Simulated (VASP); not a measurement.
# VASP 6.6.1 run: NaF

INCAR

```
SIGMA = 0.02
ENCUT = 520
LREAL = .FALSE.
EDIFF = 1E-7
LASPH = .TRUE.
ISMEAR = -1
LCHARG = .FALSE.
NELM = 93
NSW = 0
LWAVE = .FALSE.
IBRION = -1
NBANDS = 14
GGA = PE
ISIF = 2
PREC = Accurate
```

KPOINTS

```
KPOINTS created by Atomic Simulation Environment
0
Gamma
2 2 2
0 0 0
```

POSCAR

```
Na F
 1.0000000000000000
     0.0000000000000000    2.5312613679000000    2.5312613679000000
     2.4059639302000000    0.0000000000000000    2.5312613679000000
     2.4059639302000000    2.5312613679000000    0.0000000000000000
 Na  F
   1   1
Cartesian
  0.0000000000000000  0.0000000000000000  0.0000000000000000
  1.2029819651000000  1.2656306839500000  1.2656306839500000
```

The recommended PBE PAW datasets give the neutral cell 14 valence electrons.

Command

```
mpirun -np 1 vasp_std
```

Predict the outcome of this run.

It converged. Results: gap between bands v and c on the k mesh 5.70 eV; least direct gap on the k mesh 5.70 eV; pressure 4.8 GPa. Band v is the last that the valence electrons fill when counted band by band, and c is the next.

OSZICAR

```
N       E                     dE             d eps       ncg     rms          rms(c)
DAV:   1     0.117637012635E+03    0.11764E+03   -0.78052E+03   118   0.108E+03
DAV:   2    -0.315846230938E+01   -0.12080E+03   -0.11176E+03   124   0.357E+02
DAV:   3    -0.944825637149E+01   -0.62898E+01   -0.62773E+01   148   0.718E+01
DAV:   4    -0.950574039684E+01   -0.57484E-01   -0.57481E-01   142   0.770E+00
DAV:   5    -0.950649319662E+01   -0.75280E-03   -0.75280E-03   148   0.856E-01    0.613E+00
DAV:   6    -0.828620389925E+01    0.12203E+01   -0.36893E+00   172   0.170E+01    0.201E+00
DAV:   7    -0.826997399871E+01    0.16230E-01   -0.32749E-02   136   0.214E+00    0.122E+00
DAV:   8    -0.828227656097E+01   -0.12303E-01   -0.42777E-02   112   0.307E+00    0.193E-01
DAV:   9    -0.828492844022E+01   -0.26519E-02   -0.76502E-03   148   0.983E-01    0.163E-01
DAV:  10    -0.828458195846E+01    0.34648E-03   -0.24554E-03   124   0.696E-01    0.186E-02
DAV:  11    -0.828457794077E+01    0.40177E-05   -0.75424E-05   136   0.935E-02    0.701E-03
DAV:  12    -0.828458365941E+01   -0.57186E-05   -0.17363E-05   118   0.370E-02    0.698E-03
DAV:  13    -0.828458314790E+01    0.51151E-06   -0.24081E-06   142   0.160E-02    0.890E-04
DAV:  14    -0.828458295460E+01    0.19330E-06   -0.11138E-07   142   0.486E-03    0.121E-04
DAV:  15    -0.828458297012E+01   -0.15521E-07   -0.73370E-09    92   0.881E-04
   1 F= -.82845830E+01 E0= -.82845830E+01  d E =-.794751E-12
```

Standard output (part)

```
POSCAR found type information on POSCAR NaF
 POSCAR found :  2 types and       2 ions
 LDA part: xc-table for (Slater+PW92), standard interpolation
 POSCAR, INCAR and KPOINTS ok, starting setup
 WAVECAR not read
 entering main loop
```

These settings aren't sound, so the numbers aren't properties of the crystal.

On sound settings PBE gives a gap of 5.76 eV on its mesh and a pressure of 4.2 GPa for the intended cell.
